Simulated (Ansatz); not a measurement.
**Equation of state of ZnS under revPBE**

Space group F-43m (No. 216). a = 5.404 Å, b = 5.404 Å, c = 5.404 Å, α = 90.00°, β = 90.00°, γ = 90.00°
| atom | site | symmetry | x | y | z |
| --- | --- | --- | --- | --- | --- |
| Zn | 4c | -43m | 0.2500 | 0.2500 | 0.2500 |
| S | 4a | -43m | 0.0000 | 0.0000 | 0.0000 |

The cell was scaled at fixed shape and fractions and run with Ansatz, Ansatz PAW, cutoff 420 eV; revPBE, k mesh 9 × 9 × 9 on the cell of 2 atoms, fermi-dirac occupations of 0.05 eV, no spin polarisation, no spin-orbit coupling. The potentials were made for PBE. Energies are those that the program minimises, any entropy of the smearing included.

```csv
V (Å³/atom),energy over the lowest row (meV/atom)
18.5432,55.17
18.9377,?
19.3322,20.51
19.7268,9.92
20.1213,3.22
20.5158,0.02
20.9104,0.00
```

Problem. Fit the third-order Birch-Murnaghan form, give V0, B0 and B′, and predict the energy left open.

Solution. With y = (V0/V)^(2/3), E = E0 + (9 V0 B0/16) [(y - 1)³ B′ + (y - 1)² (6 - 4y)]. Least squares through the rows shown give V0 = 20.7151 Å³/atom, E0 = -0.36 meV, B0 = 63.93 GPa (1 eV/Å³ = 160.218 GPa) and B′ = 4.44, with a largest miss of 0.01 meV. At V = 18.9377 the form with these constants gives 35.44 meV; the run gave 35.43 meV an atom. Measured volume: 19.8 Å³/atom (pmc:11595366, doi:10.3390/ma17225622), so the fit lies +4.6 % from it. Measured modulus: 76.9 GPa (arxiv:0911.5022), so the fit lies -16.9 % from it. The runs are for a static lattice.

The fit gives ZnS that is both too large and too soft, and the two errors are closely linked. revPBE exchange favours strongly inhomogeneous densities more than PBE does, which weakens the polar covalent Zn-S bonds and probably accounts for most of the excess volume. The modulus then falls because the curvature of the binding curve drops quickly as the bonds lengthen. With the fitted B′ of 4.44, compression to the measured volume would bring the modulus close to the measured 76.9 GPa, which suggests that the softness mainly reflects the misplaced minimum rather than a separate failure in describing bond stiffness. Lattice vibrations can't explain the discrepancy, since zero-point motion and ordinary thermal expansion would enlarge the cell further and soften it.

The close prediction of the open energy shows that the curve is smooth and the fit interpolates well, not that the functional is accurate. Only one volume lies beyond the minimum, so the behaviour of the crystal under appreciable expansion remains largely untested.
